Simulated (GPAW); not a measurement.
The system is MgB2.

```
Mg B
1.0
     3.08500    0.00000    0.00000
    -1.54250    2.67169    0.00000
     0.00000    0.00000    3.52300
Mg B
1 2
Direct
  0.00000 0.00000 0.00000
  0.66667 0.33333 0.50000
  0.33333 0.66667 0.50000
```

| Quantity | Value |
| --- | --- |
| Program | GPAW 26.7.0 |
| Task | relaxation of cell and atoms |
| Functional | RPBE |
| Dispersion | D4 |
| Potentials or basis | the program's PAW data sets (release 1.2.1) made for this functional |
| Cutoff | 800 eV |
| Basis | pw |
| k mesh | 10 × 10 × 8 |
| Occupations | fermi-dirac, width 0.05 eV |
| Spin | no spin polarisation |

At the start: pressure -6.4 GPa; volume 9.68 Å³/atom.

**Question.** Where does the relaxation end?

**Answer.** Over 6 steps the energy falls by 9.8 meV/atom and the volume is 9.24 Å³/atom (-4.6 %); space group P6/mmm (No. 191, to 0.05 Å).

The path:
```csv
step,energy change (eV),largest force (eV/Å),pressure (GPa),volume (Å³)
1,0.0000,0.0000,-6.44,29.04
2,-0.0060,0.0000,-5.70,28.88
3,-0.0260,0.0000,0.44,27.69
4,-0.0265,0.0000,0.23,27.72
5,-0.0290,0.0000,-0.52,27.77
6,-0.0293,0.0000,-0.28,27.71
```

Final structure:
```
CELL_PARAMETERS angstrom
3.05517 0.00001 0.00000
-1.52758 2.64586 0.00000
0.00000 0.00000 3.42761
ATOMIC_POSITIONS crystal
Mg 0.00000 0.00000 0.00000
B 0.66667 0.33333 0.50000
B 0.33333 0.66667 0.50000
```

Caveat: later steps reuse the first step's grids; pairwise dispersion overbinds metals, which lowers pressure and volume.
